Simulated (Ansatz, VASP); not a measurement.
Sb in VASP and in Ansatz

```
Sb
1.0
     3.16000   -0.01580   -0.01580
    -0.01580    3.16000   -0.01580
    -0.01580   -0.01580    3.16000
Sb
1
Cartesian
  0.0000 0.0000 0.0000
```

Change from the starting cell: equal xy, yz and zx shear strains of -1 %, crystal datasets.

Alike in both runs: task electric field gradients; functional PBE; k mesh 13 × 13 × 13; occupations fermi-dirac, width 0.05 eV; no spin polarisation.

```csv
,VASP,Ansatz
version,VASP 6.6.1,Ansatz 0.2.0
potentials or method,"VASP PAW PBE potentials, release 64 (Sb), cutoff 520 eV","all-electron PAW with datasets made for the crystal, scalar-relativistic"
```

Ansatz gave:

```
pressure (GPa)                                                 : -2.5
largest component of the traceless stress (GPa)                : 0.13
Vzz of the field gradient on the site that differs most (V/Å²) : -7.6
```

Which values does VASP return?

Pressure (GPa): -2.6; largest component of the traceless stress (GPa): 0.13; Vzz of the field gradient on the site that differs most (V/Å²): -7.5.

Ansatz ran all-electron here, so the differences hold the error of VASP's frozen core and of both bases. Ansatz warned: «gradients_without_spin_orbit».

Spin-orbit coupling is left out, which matters for the levels of Sb.
